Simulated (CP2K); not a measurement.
Crystal: ZrO2.

```xyz
6
Lattice="3.5961 0.0000 0.0000 0.0000 3.5961 0.0000 0.0000 0.0000 5.1770" Properties=species:S:1:pos:R:3 pbc="T T T"
Zr    1.7980    1.7980    2.5885
Zr    0.0000    0.0000    0.0000
O     1.7980    0.0000    4.1261
O     1.7980    0.0000    1.5376
O     0.0000    1.7980    3.6394
O     0.0000    1.7980    1.0509
```

Base run:

* Program: CP2K 2026.2
* Functional: PBE
* Potentials or basis: GTH_POTENTIALS Zr GTH-PBE-q12, O GTH-PBE-q6; DZVP-MOLOPT-SR-GTH basis
* Density cutoff: 8163 eV
* k mesh: 6 × 6 × 4
* Occupations: fermi-dirac, width 0.05 eV
* Spin: no spin polarisation
* Hubbard terms: Zr d U = 2.0 eV

Its results: band gap on the k mesh 4.44 eV, indirect (least direct gap 4.53 eV).

Question: The run is repeated on the same cell with these changes: hubbard terms from Zr d U = 2.0 eV to none. What comes out?

Answer: Band gap on the k mesh 3.99 eV, indirect (least direct gap 4.09 eV).

The U term pushes filled and empty states of the shell apart.

Caveats: the basis of atomic orbitals isn't converged, which shifts pressures, moduli and gaps; this program's U acts on Mulliken populations of all basis functions of the shell, so it isn't the U of plane-wave codes (some runs); energies scatter by some meV and the pressure isn't listed (some runs).

A k mesh can miss the band edges.
